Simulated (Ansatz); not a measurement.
A series in volume per atom on P

All results are calculated (Ansatz 0.2.0). Periodic Kohn-Sham DFT of a crystal at fixed atoms; pressure and stress are positive in compression; the energy is the free energy less that of spherical unpolarised free atoms; site moments are those in the method's own spheres, positive along +z.

Cell of the first row (space group Fm-3m, No. 225):
```
cell vectors (Å)
   0.0000     1.8986     1.8986
   1.8986     0.0000     1.8986
   1.8986     1.8986     0.0000
atoms (fractions of the cell vectors)
P   0.00000  0.00000  0.00000
```

Settings of every row: method all-electron LAPW; functional PBE; relativity scalar; k mesh 20x20x20; filling fermi-dirac; smearing width 0.05 eV; basis error target 0.5 meV/atom; nucleus gaussian.

Atom start moment: 0 on all atoms.

Limits: the cell comes from a prototype or a list of computed structures and needn't be the stable phase.

```csv
row,volume per atom (Å³),energy less free atoms (eV/atom),pressure (GPa)
1,13.689,-4.4882,6.266
2,14.264,-4.5027,1.97
3,14.555,?,?
4,14.846,-4.5031,-1.666
5,15.428,-4.4913,-4.704
```

Question: what energy less free atoms and pressure should row 3 give?

Worked fit of energy less free atoms. Take u = (V_r/V)^(2/3) − 1 with V_r = 14.555 Å³ an atom, which is twice the finite (Eulerian) strain; such expansions in the strain, on which the Birch-Murnaghan equation of state is built, carry the rest volume and the bulk modulus. The shown rows have u = 0.04174, 0.01355, -0.01311, -0.03809. Least squares give energy less free atoms = −4.50454 + 0.0056 × u + 9.259 × u² eV/atom; a straight line predicts inner rows, each left out in turn, worse (root mean square 0.0094 against 0.00016 eV/atom). The rows lie off it by 0.0000, 0.0001, -0.0001, 0.0000. Its lowest point lies at u = -0.0003, or V = 14.56 Å³ an atom, and the curvature there gives the bulk modulus at fixed shape and fractions, B = (4/9)(1 + u)² E″(u)/V = 90.5 GPa. The withheld row has u = 0, so the fit gives −4.50454 + 0.0056 × (0) + 9.259 × (0)² = -4.5045 eV/atom.

The calculation gave -4.5045 eV/atom. The fit meets it to the printed digit.

Worked fit of pressure. Take u = (V_r/V)^(2/3) − 1 with V_r = 14.555 Å³ an atom, which is twice the finite (Eulerian) strain; such expansions in the strain, on which the Birch-Murnaghan equation of state is built, carry the rest volume and the bulk modulus. The shown rows have u = 0.04174, 0.01355, -0.01311, -0.03809. Least squares give pressure = 0.0706 + 136.351 × u + 289.14 × u² GPa; a straight line predicts inner rows, each left out in turn, worse (root mean square 0.29 against 0.0028 GPa). The rows lie off it by 0.000, -0.001, 0.001, 0.000. The pressure vanishes at u = -0.0005, or V = 14.57 Å³ an atom, and there the bulk modulus at fixed shape and fractions is B = −V dP/dV = (2/3)(1 + u) dP/du = 90.7 GPa. The withheld row has u = 0, so the fit gives 0.0706 + 136.351 × (0) + 289.14 × (0)² = 0.071 GPa.

The calculation gave 0.088 GPa. The fit lies 0.017 GPa (19 % of the value, 0.15 % of the column's range) below it; its largest miss of a shown row is 0.001 GPa.
